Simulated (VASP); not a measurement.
**BP: equation of state with PBE**

BP:

```
B P
1.0
     3.15680    0.00000    0.00000
     0.00000    3.15680    0.00000
     0.00000    0.00000    7.00257
B P
2 2
Direct
  0.00000 0.00000 0.00000
  0.50000 0.50000 0.00000
  0.50000 0.00000 0.81447
  0.00000 0.50000 0.18553
```

The cell was built by a generator and needn't be a form met in nature.

```
Program                : VASP 6.6.1
Task                   : equation of state
Functional             : PBE
Potentials or basis    : VASP PAW PBE potentials, release 64 (B, P)
Cutoff                 : 520 eV
k mesh                 : 8 × 8 × 4
Occupations            : fermi-dirac, width 0.05 eV
Spin                   : no spin polarisation
Further INCAR settings : ALGO = Normal; EDIFF = 1e-07; NBANDS = 16
```

| Item | Value |
| --- | --- |
| Equilibrium volume | 17.42 Å³/atom |
| Bulk modulus at fixed shape and positions | 91 GPa |
| Pressure derivative of the bulk modulus | 3.8 |

Energy against volume, from the lowest point:
| volume (Å³/atom) | energy (meV/atom) |
| --- | --- |
| 16.399 | 18.64 |
| 16.748 | 7.79 |
| 17.097 | 1.72 |
| 17.446 | 0.00 |
| 17.795 | 2.22 |
| 18.144 | 8.02 |
| 18.493 | 17.08 |

All runs of the series together: 5.8 min on 1 thread of AMD EPYC 7R43 64-Core Processor (Zen 3), with other jobs on the host.

Caveat: the cell was scaled at fixed shape and fractional positions, which overstates the stiffness of a crystal with free parameters, most of all of layers and chains; this functional lacks dispersion, which binds the layers, so the pressure and a relaxed spacing across them are unreliable.
